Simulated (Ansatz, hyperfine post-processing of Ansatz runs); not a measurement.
# Reading the 7Li spectrum of NaLiMnPCO7

Calculated values: DFT, PBEsol+U, plane-wave PAW, default files (PAW set soft_2), collinear spin, scalar-relativistic (Ansatz), contact and point-dipole shifts scaled to 330 K with Θ = 0 K (a pure Curie law); spin-only moments, above the ordering temperature.

```xyz
24
Lattice="5.3087 0.0000 0.0000 0.0000 6.3743 0.0000 -0.2182 0.0000 8.8985" Properties=species:S:1:pos:R:3 pbc="T T T"
Mn    1.0164    1.7331    7.6209
Mn    4.0741    4.9203    1.2776
P     1.3653    4.9070    8.3523
P     3.7252    1.7198    0.5462
Na    3.9628    6.1652    6.5854
Na    1.1277    2.9780    2.3131
O     3.8057    4.4363    5.0431
O     0.2486    1.6573    5.8026
O     2.4369    1.5467    5.7804
O     0.9645    3.6767    7.5042
O     0.9311    6.1350    7.5113
O     4.1542    1.7200    8.0518
O     2.9329    4.9434    8.4998
O     2.1576    1.7562    0.3987
O     0.9363    4.9071    0.8466
O     4.1594    2.9478    1.3872
O     4.1260    0.4895    1.3943
O     2.6536    4.7339    3.1181
O     4.8419    4.8445    3.0959
O     1.2848    1.2492    3.8554
C     1.3546    1.4798    5.0876
C     3.7359    4.6669    3.8109
Li    3.9184    2.7764    6.0717
Li    1.1721    5.9636    2.8268
```

7Li MAS at 7.05 T (116.7 MHz), 20 kHz, 330 K; contact and dipolar shift alone, no orbital or quadrupolar part; lines under 1.5 % of the strongest are left out. NMR lines, with heights relative to the strongest:

```
position (ppm)  intensity
        -818.3        6.4
        -646.9         20
        -475.5         52
        -304.0         65
        -132.6         80
          38.8         88
         210.3        100
         381.7         74
         553.1         48
         724.6         17
         896.0        4.7
```

**Question.** Which lines are isotropic ones rather than spinning sidebands, and which Li atoms give them?

Sidebands are spaced by 171 ppm (the spinning rate over the resonance of 116.7 MHz). An isotropic line need not be the tallest: it is the area-weighted centre of its own family of sidebands, and the one that stays put when the rate is changed. Isotropic shifts: 39 ppm for atom 23 and the 1 atom equivalent to it (2 Mn through links of 86° (1) and 100 to 107° (2)), reduced anisotropy -743 ppm.

[Logs are printed without paths, hosts, clocks, repeated set-up lines and the standing remarks that a program may print on its own settings, such as how far it seeks lower states.]

[Hosts, paths, dates, database ids (printed as entryN), source tags and the programs' standing remarks are cut or masked in the printed files.]
